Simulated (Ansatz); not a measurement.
Runs of Ansatz 0.2.0 on CuO (Tenorite). The structure is monoclinic, space group C2/c (No. 15). Conventional cell: a = 4.684 Å, b = 3.423 Å, c = 5.129 Å, α = 90.00°, β = 99.54°, γ = 90.00°. Cu (site symmetry -1) is surrounded by 4 O at 1.95 to 1.96 Å. O (site symmetry 2) has 4 Cu at 1.95 to 1.96 Å as nearest neighbours. 

```tsv
task	level	cell	cutoff (eV)	points for each segment of the path	pressure (GPa)	V0 of scaled cells (Å³/atom)	B0 (GPa)
equation of state	r2SCAN	as given	500	-	-	10.06	(a)
relaxation of cell and atoms	PBEsol+D3(BJ)	relaxed	420	-	0.0	-	-
band structure	rPW86-PBE	as given	420	14	(b)	-	-
equation of state	RPBE+D4	as given	420	-	-	10.24	168
```

Alike in all rows: potentials or basis Ansatz PAW; no spin polarisation; k mesh 10 × 10 × 5; smearing fermi-dirac 0.05 eV.

**Question.** Estimate the missing entries.

**Answer.** (a) 187; (b) 12.3.

Caveats: the run has no spin polarisation, though such a crystal can be magnetic; the cell was scaled at fixed shape and fractional positions, which overstates the stiffness of a crystal with free parameters, most of all of layers and chains (some runs); the PAW data sets come from PBE, with cores solved anew for the run's functional, which leaves a small shift of forces and pressure (some runs); the PAW data sets were made with another functional, which shifts forces and pressure a little (some runs); the plane-wave basis is chosen anew once the cell has moved, so the energies of steps on either side of that aren't comparable (some runs); the potentials were made for another functional, which shifts forces and pressure (some runs).

Runs at the PBE level aren't shown here.
